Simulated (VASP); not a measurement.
# Si (P6_3/mmc) in VASP: a series of runs

One crystal, Si, is run at these levels: r2SCAN; tasks: single point.

Program: VASP 6.6.1. These are calculated values, not measurements. Logs are shortened: lines on timing, memory, paths and dates and some standing lists are left out, and cuts for length are marked.

## 1. Starting point

The structure is hexagonal, space group P6_3/mmc (No. 194). Conventional cell: a = 2.639 Å, b = 2.639 Å, c = 4.553 Å, α = 90.00°, β = 90.00°, γ = 120.00°. Around Si (site symmetry -6m2) lie 12 Si at 2.64 to 2.74 Å.

This isn't the form of Si at room conditions, which is diamond.

## 2. Single point, r2SCAN

POSCAR reads:

```
Si
1.0
    2.6391949451      0.0000000000      0.0000000000
   -1.3195974725      2.2856098680      0.0000000000
    0.0000000000      0.0000000000      4.5531572749
Si
2
Direct
    0.3333333333      0.6666666667      0.2500000000
    0.6666666667      0.3333333333      0.7500000000
```

INCAR.step1 reads:

```
PREC = Accurate
ENCUT = 520
ISMEAR = 0
SIGMA = 0.1
LREAL = False
LASPH = True
NELM = 100
NBANDS = 11
GGA = PE
ALGO = Normal
EDIFF = 1E-4
LWAVE = True
LCHARG = False
```

INCAR.step2 reads:

```
PREC = Accurate
ENCUT = 520
EDIFF = 1E-6
ISMEAR = 0
SIGMA = 0.1
LREAL = False
LASPH = True
NELM = 100
ALGO = Normal
ISIF = 2
LWAVE = False
LCHARG = True
METAGGA = R2SCAN
LMIXTAU = True
LELF = True
LVHAR = True
NBANDS = 11
ISTART = 1
```

KPOINTS reads:

```
regular mesh
0
Gamma
  18 18 10
```

Potentials or basis: VASP PAW PBE potentials, release 64 (Si).

Started as:

```console
$ cat potpaw_PBE.64/Si/POTCAR > POTCAR
$ cp INCAR.step1 INCAR
$ mpirun -np 1 vasp_std > vasp.out
$ cp INCAR.step2 INCAR
$ mpirun -np 1 vasp_std > vasp.out
```

OUTCAR:

```text
PREC = Accurate
   ENCUT = 520
   EDIFF = 1E-6
   ISMEAR = 0
   LREAL = False
   LASPH = True
   NELM = 100
   ISIF = 2
   METAGGA = R2SCAN
   ISTART = 1

 ion  position               nearest neighbor table
   1  0.333  0.667  0.250-   2 2.74   2 2.74   2 2.74   2 2.74   2 2.74   2 2.74
   2  0.667  0.333  0.750-   1 2.74   1 2.74   1 2.74   1 2.74   1 2.74   1 2.74

  LATTYP: Found a hexagonal cell.
 ALAT       =     2.6391949451
 C/A-ratio  =     1.7252068792

  Lattice vectors:

 A1 = (   2.6391949451,   0.0000000000,   0.0000000000)
 A2 = (  -1.3195974725,   2.2856098680,   0.0000000000)
 A3 = (   0.0000000000,   0.0000000000,   4.5531572749)

Analysis of symmetry for initial positions (statically):
=====================================================================
 Subroutine PRICEL returns:
 Original cell was already a primitive cell.

 Routine SETGRP: Setting up the symmetry group for a
 hexagonal supercell.

 Subroutine GETGRP returns: Found 24 space group operations
 (whereof 12 operations were pure point group operations)
 out of a pool of 24 trial point group operations.

The static configuration has the point symmetry D_3d.
 The point group associated with its full space group is D_6h.

Analysis of symmetry for dynamics (positions and initial velocities):
=====================================================================
 Subroutine PRICEL returns:
 Original cell was already a primitive cell.

 Routine SETGRP: Setting up the symmetry group for a
 hexagonal supercell.

 Subroutine GETGRP returns: Found 24 space group operations
 (whereof 12 operations were pure point group operations)
 out of a pool of 24 trial point group operations.

The dynamic configuration has the point symmetry D_3d.
 The point group associated with its full space group is D_6h.

 Subroutine INISYM returns: Found 24 space group operations
 (whereof 12 operations are pure point group operations),
 and found     1 'primitive' translations

----------------------------------------------------------------------------------------

                                     Primitive cell

  volume of cell :      27.4654

  direct lattice vectors                    reciprocal lattice vectors
     2.639194945  0.000000000  0.000000000     0.378903424  0.218759994  0.000000000
    -1.319597472  2.285609868  0.000000000     0.000000000  0.437519987  0.000000000
     0.000000000  0.000000000  4.553157275     0.000000000  0.000000000  0.219627819

  length of vectors
[... 91 lines left out ...]
   TEBEG  =    0.0;   TEEND  =   0.0 temperature during run
   PSTRESS=    0.0 pullay stress
   NELECT =       8.0000    total number of electrons
   NUPDOWN=      -1.0000    fix difference up-down
   EMIN   =  10.00;   EMAX   =-10.00  energy-range for DOS
   EFERMI =   0.00;   METHOD = LEGACY
   ISMEAR =     0;   SIGMA  =   0.10  broadening in eV -4-tet -1-fermi 0-gaus
   EFERMI_NEDOS =   21; number of points for ismear=-14 and -15
   IALGO  =     38    algorithm
   IMIX   =      4    mixing-type and parameters
     AMIX     =   0.40;   BMIX     =  1.00
     AMIX_MAG =   1.60;   BMIX_MAG =  1.00
  volume/ion in A,a.u.               =      13.73        92.67
  Fermi-wavevector in a.u.,A,eV,Ry     =   1.085199  2.050729 16.022997  1.177657
  Thomas-Fermi vector in A             =   2.221307
   LORBIT       =      0    0 simple, 1 ext, 2 COOP (PROOUT), +10 PAW based schemes
   METAGGA = R2SCAN    functional components
   LHFCALC =     F    Hartree Fock is set to
   AEXX    =    0.0000 exact exchange contribution
   IVDW    =     0    specifies the selected vdW correction
   LEPSILON=     F    determine dielectric tensor
   LRPA    =     F    only Hartree local field effects (RPA)
 non-spin polarized calculation
 Gauss-broadening in eV      SIGMA  =   0.10
  energy-cutoff  :      520.00
  volume of cell :       27.47
 maximum number of plane-waves:       768
 NGX is ok and might be reduce to    20
   NGX =  9   NGY =  9   NGZ = 17

 number of electron       8.0000001 magnetization

 Free energy of the ion-electron system (eV)
  ---------------------------------------------------
  ext. energy  EPLUGINS =         0.00000000
  ---------------------------------------------------
  free energy    TOTEN  =       -16.14312398 eV

  energy without entropy =      -16.14021086  energy(sigma->0) =      -16.14166742

 E-fermi :  10.9014     XC(G=0): -12.1957

 val. band max:       10.8874603189   @ k =   0.2778   0.2222   0.4000
 cond. band min:      10.9018041297   @ k =   0.3333   0.1111   0.2000
 fundamental gap:      0.0143438108
 Fermi energy:        10.9013552495

 k-point     1 :       0.0000    0.0000    0.0000
  band No.  band energies     occupation
      1      -4.9716      2.00000
      2       1.9034      2.00000
      3       2.8310      2.00000
      4      21.1295      0.00000
      5      21.1295      0.00000
      6      22.0853      0.00000
      7      22.2133      0.00000
      8      22.2469      0.00000
      9      22.2469      0.00000
     10      25.7578      0.00000
     11      26.4102      0.00000
[... 309 lines left out ...]
 k-point    24 :       0.3889    0.1111    0.0000
  band No.  band energies     occupation
      1       1.0467      2.00000
      2       4.2333      2.00000
      3       7.7984      2.00000
      4       8.4840      2.00000
      5      10.8100      1.80356
      6      11.9815      0.00000
      7      12.1584      0.00000
      8      18.1108      0.00000
      9      19.9138      0.00000
     10      21.2594      0.00000
     11      26.5834      0.00000

 [... further k-points ...]

------------------------ aborting loop because EDIFF is reached ----------------------------------------

  FORCE on cell =-STRESS in cart. coord.  units (eV):
  Direction    XX          YY          ZZ          XY          YZ          ZX
  --------------------------------------------------------------------------------------
  -------------------------------------------------------------------------------------
  Total        0.0070518      0.0070518      0.0063859      0.0000000      0.0000000      0.0000000
  in kB        0.4113593      0.4113593      0.3725182      0.0000000      0.0000000      0.0000000
  external PRESSURE =       0.3984123 kB  Pullay stress =       0.0000000 kB

 VOLUME and BASIS-vectors are now :
 -----------------------------------------------------------------------------
  energy-cutoff  :      520.00
  volume of cell :       27.47
      direct lattice vectors                 reciprocal lattice vectors
     2.639194945  0.000000000  0.000000000     0.378903424  0.218759994  0.000000000
    -1.319597472  2.285609868  0.000000000     0.000000000  0.437519987  0.000000000
     0.000000000  0.000000000  4.553157275     0.000000000  0.000000000  0.219627819

 POSITION                                       TOTAL-FORCE (eV/Angst)
 -----------------------------------------------------------------------------------
     -0.00000      1.52374      1.13829         0.000000     -0.000000      0.000000
      1.31960      0.76187      3.41487        -0.000000      0.000000      0.000000
 -----------------------------------------------------------------------------------
    total drift:                               -0.000000      0.000000     -0.000000

  FREE ENERGIE OF THE ION-ELECTRON SYSTEM (eV)
  ---------------------------------------------------
  free  energy   TOTEN  =       -16.1431239831 eV

  energy  without entropy=      -16.1402108633  energy(sigma->0) =      -16.14166742
```

OSZICAR.step1:

```text
N       E                     dE             d eps       ncg     rms          rms(c)
DAV:   1     0.558414587260E+01    0.55841E+01   -0.34911E+03  4884   0.619E+02
DAV:   2    -0.944967832131E+01   -0.15034E+02   -0.14367E+02  6374   0.835E+01
DAV:   3    -0.986511445465E+01   -0.41544E+00   -0.40997E+00  6398   0.113E+01
DAV:   4    -0.986654616923E+01   -0.14317E-02   -0.14316E-02  5913   0.844E-01
DAV:   5    -0.986655126082E+01   -0.50916E-05   -0.50925E-05  6172   0.462E-02    0.418E+00
DAV:   6    -0.983830684840E+01    0.28244E-01   -0.77710E-03  5605   0.419E-01    0.232E+00
DAV:   7    -0.982223931844E+01    0.16068E-01   -0.15070E-02  5413   0.581E-01    0.157E-01
DAV:   8    -0.982212610384E+01    0.11321E-03   -0.19942E-04  6436   0.981E-02    0.159E-02
DAV:   9    -0.982212590619E+01    0.19765E-06   -0.36607E-06  3237   0.118E-02
   1 F= -.98221259E+01 E0= -.98205878E+01  d E =-.307625E-02
```

It took 69 s on 1 thread of Intel Xeon 6975P-C (Granite Rapids), shared host; peak memory 0.17 GiB.

What came out:

| Quantity | Value |
| --- | --- |
| Free energy | -16.1431 eV |
| Pressure | 0.0 GPa |
| Band gap on the k mesh | none (metal or under the smearing width) |

Caveat: the PAW data sets were made with another functional, which shifts forces and pressure a little.

## 3. Single point, r2SCAN

POSCAR is that of step 2.

INCAR.step1 reads:

```
SYSTEM = Si
PREC = Accurate
ENCUT = 520
ISMEAR = 0
SIGMA = 0.1
LREAL = .False.
LASPH = .True.
NELM = 100
NBANDS = 11
GGA = PE
ALGO = Normal
EDIFF = 1E-4
LWAVE = .True.
LCHARG = .False.
```

INCAR.step2 reads:

```
SYSTEM = Si
PREC = Accurate
ENCUT = 520
EDIFF = 1E-6
ISMEAR = 0
SIGMA = 0.1
LREAL = .False.
LASPH = .True.
NELM = 100
ALGO = Normal
ISIF = 2
LWAVE = .False.
LCHARG = .False.
METAGGA = R2SCAN
LMIXTAU = .True.
NBANDS = 11
ISTART = 1
```

KPOINTS reads:

```
Automatic mesh
0
Gamma
  18 18 10
  0 0 0
```

Potentials or basis: VASP PAW PBE potentials, release 64 (Si).

Started as:

```console
$ cat potpaw_PBE.64/Si/POTCAR > POTCAR
$ cp INCAR.step1 INCAR
$ mpirun -np 1 vasp_std > vasp.out
$ cp INCAR.step2 INCAR
$ mpirun -np 1 vasp_std > vasp.out
```

Wall time 90 s (1 thread of Intel Xeon Platinum 8559C (Emerald Rapids), shared host); peak memory 0.17 GiB.

The run converged. Its results:

- Free energy: -16.1431 eV
- Pressure: 0.0 GPa
- Band gap on the k mesh: none (metal or under the smearing width)

Levels at points of the mesh, in eV from the Fermi level:
```tsv
k point	band 1	band 2	band 3	band 4	band 5	band 6	band 7	band 8	band 9
(0.00, 0.00, 0.00)	-15.87	-9.00	-8.07	10.23	10.23	11.18	11.31	11.35	11.35
(0.50, 0.00, 0.00)	-8.84	-8.36	-2.23	-1.82	-1.53	-0.16	4.35	6.64	9.75
(0.00, 0.00, 0.50)	-14.02	-14.02	0.28	0.28	11.69	11.69	11.69	11.69	13.05
(0.50, 0.00, 0.50)	-7.15	-7.15	-6.44	-6.44	5.95	5.95	6.17	6.17	7.03
```

Caveat: the PAW data sets were made with another functional, which shifts forces and pressure a little.

## 4. Single point, r2SCAN

This run uses another cell than the first one, of 13.86 Å³/atom, 1.010 times its volume.

POSCAR reads:

```
Si
1.0
    2.6655775094      0.0000000000      0.0000000000
   -1.3327887547      2.3084578389      0.0000000000
    0.0000000000      0.0000000000      4.5062692700
Si
2
Direct
    0.3333333300      0.6666666700      0.2500000000
    0.6666666700      0.3333333300      0.7500000000
```

INCAR.step1 reads:

```
ALGO = Normal ; EDIFF = 1E-4
ENCUT = 520 ; GGA = PE
ISMEAR = 0 ; LASPH = True
LCHARG = False ; LREAL = False
LWAVE = True ; NBANDS = 11
NELM = 100 ; PREC = Accurate
SIGMA = 0.1
```

INCAR.step2 reads:

```
ALGO = Normal ; EDIFF = 1E-6
ENCUT = 520 ; ISIF = 2
ISMEAR = 0 ; ISTART = 1
LASPH = True ; LCHARG = True
LELF = True ; LMIXTAU = True
LREAL = False ; LVHAR = True
LWAVE = False ; METAGGA = R2SCAN
NBANDS = 11 ; NELM = 100
PREC = Accurate ; SIGMA = 0.1
```

KPOINTS reads:

```
k-points
0
Gamma
  9 9 4
```

Started as:

```console
$ cat potpaw_PBE.64/Si/POTCAR > POTCAR
$ cp INCAR.step1 INCAR
$ mpirun -np 1 vasp_std > vasp.out
$ cp INCAR.step2 INCAR
$ mpirun -np 1 vasp_std > vasp.out
```

Wall time 18 s (1 thread of Intel Xeon Platinum 8559C (Emerald Rapids), shared host); peak memory 0.14 GiB.

Results (log left out):

```yaml
Free_energy: -16.2300 eV
Pressure: -0.8 GPa
Band_gap_on_the_k_mesh: none (metal or under the smearing width)
```

Stress tensor (GPa, compression positive):
```
 1.91  0.00  0.00
 0.00  1.91  0.00
 0.00  0.00 -6.19
```

Levels at points of the mesh, in eV from the Fermi level:
```csv
k point,band 1,band 2,band 3,band 4,band 5,band 6,band 7,band 8
"(0.00, 0.00, 0.00)",-15.94,-8.82,-8.07,9.58,9.58,10.82,10.82,11.55
"(0.00, 0.00, 0.50)",-14.04,-14.04,0.54,0.54,11.07,11.07,11.07,11.07
```

Caveat: the PAW data sets were made with another functional, which shifts forces and pressure a little.
